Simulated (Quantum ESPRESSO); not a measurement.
Set up this calculation in Quantum ESPRESSO 7.5, as the native input.

- Task: single point
- Functional: PBE
- Potentials or basis: SSSP 1.3 efficiency PBE
- Cutoff: 884 eV
- Density cutoff: 10612 eV
- k mesh: 11 × 11 × 6
- Occupations: fermi-dirac, width 0.05 eV
- Spin: collinear spin, ferromagnetic start
- Starting moments: [4.0, 0.0, 0.0] μB
- Mixing beta: 0.3
- Most SCF iterations: 120
- SCF threshold: 6e-10 Ry

Crystal: MnO2.

```
CELL_PARAMETERS angstrom
2.85658 0.00000 0.00000
-1.42829 2.47387 0.00000
0.00000 0.00000 4.60137
ATOMIC_POSITIONS crystal
Mn 0.00557 0.99139 0.49593
O 0.66388 0.33764 0.29574
O 0.33055 0.67097 0.70833
```

The cell comes from a database or a generator and needn't be the stable form of this composition.

One way to write it, as run:

pw.in

```
&CONTROL
  calculation = 'scf'
  prefix = 'pwscf'
  outdir = './tmp'
  pseudo_dir = './pseudo'
  tprnfor = .true.
  tstress = .true.
  disk_io = 'nowf'
/
&SYSTEM
  ibrav = 0
  nat = 3
  ntyp = 2
  ecutwfc = 65
  ecutrho = 780
  nbnd = 24
  occupations = 'smearing'
  smearing = 'fd'
  degauss = 0.00367493
  nspin = 2
  starting_magnetization(1) = 0.2667
  starting_magnetization(2) = 0
/
&ELECTRONS
  conv_thr = 6d-10
  electron_maxstep = 120
  mixing_beta = 0.3
/
ATOMIC_SPECIES
Mn    54.9380 mn_pbe_v1.5.uspp.F.UPF
O     15.9990 O.pbe-n-kjpaw_psl.0.1.UPF
CELL_PARAMETERS angstrom
   2.8565781800    0.0000000000    0.0000000000
  -1.4282890900    2.4738692700    0.0000000000
   0.0000000000    0.0000000000    4.6013740600
ATOMIC_POSITIONS crystal
Mn     0.0055700900    0.9913905200    0.4959303600
O      0.6638816200    0.3376380700    0.2957422500
O      0.3305482800    0.6709714100    0.7083273900
K_POINTS automatic
11 11 6 0 0 0
```

Potentials or basis: SSSP 1.3 efficiency PBE.

Launch:

```console
$ OMP_NUM_THREADS=1 pw.x -in pw.in > pw.out
```

It gave:

```yaml
Pressure: 5.1 GPa
Largest_force: 1.027 eV/Å
Band_gap_on_the_k_mesh: 0.86 eV, indirect (least direct gap 0.88 eV)
Net_moment: 3.00 μB per cell
Absolute_moment: 3.06 μB per cell
Site_moments: Mn +2.48; O +0.05, +0.03 μB
Valence_electrons_inside_the_program's_atomic_spheres: Mn 11.62; O 5.15, 5.13
```

Caveat: an odd mesh through Γ misses points on the zone boundary, where band edges often lie; a cell with one magnetic atom can't hold antiferromagnetic order, which such compounds often take; forces of over 1 eV/Å show positions far from the minimum, so gaps and moduli don't describe the material at rest.

Wall time 18 min on 1 thread of AMD EPYC 7571 (shared host), peak memory 0.84 GiB.
